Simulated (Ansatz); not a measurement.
Crystal: Ru.

```
CELL_PARAMETERS angstrom
2.70580 0.00000 0.00000
-1.35290 2.34329 0.00000
0.00000 0.00000 4.28190
ATOMIC_POSITIONS crystal
Ru 0.66667 0.33333 0.75000
Ru 0.33333 0.66667 0.25000
```

- Program: Ansatz 0.2.0
- Task: relaxation of cell and atoms
- Functional: LDA
- Potentials or basis: all-electron LAPW, scalar-relativistic
- Basis error allowed: 0.001 eV/atom
- k mesh: 11 × 11 × 6
- Occupations: fermi-dirac, width 0.05 eV
- Spin: no spin polarisation

At the start: volume 13.57 Å³/atom.

**Question.** Where does the relaxation end?

**Answer.** Over 5 steps the energy falls by 18.9 meV/atom and the volume is 13.09 Å³/atom (-3.5 %); space group P6_3/mmc (No. 194, to 0.05 Å).

Step by step:
```csv
step,energy change (eV),largest force (eV/Å),volume (Å³)
1,0.0000,0.0000,27.15
2,-0.0375,0.0000,26.26
3,-0.0377,0.0000,26.19
4,-0.0377,0.0000,26.19
5,-0.0377,0.0000,26.19
```

Final structure:
```yaml
crystal:
  lattice:
    - [2.67375, 0.00000, 0.00000]
    - [-1.33687, 2.31553, 0.00000]
    - [0.00000, 0.00000, 4.22996]
  atoms:
    - { symbol: Ru, position: [0.66667, 0.33333, 0.75000] }
    - { symbol: Ru, position: [0.33333, 0.66667, 0.25000] }
```
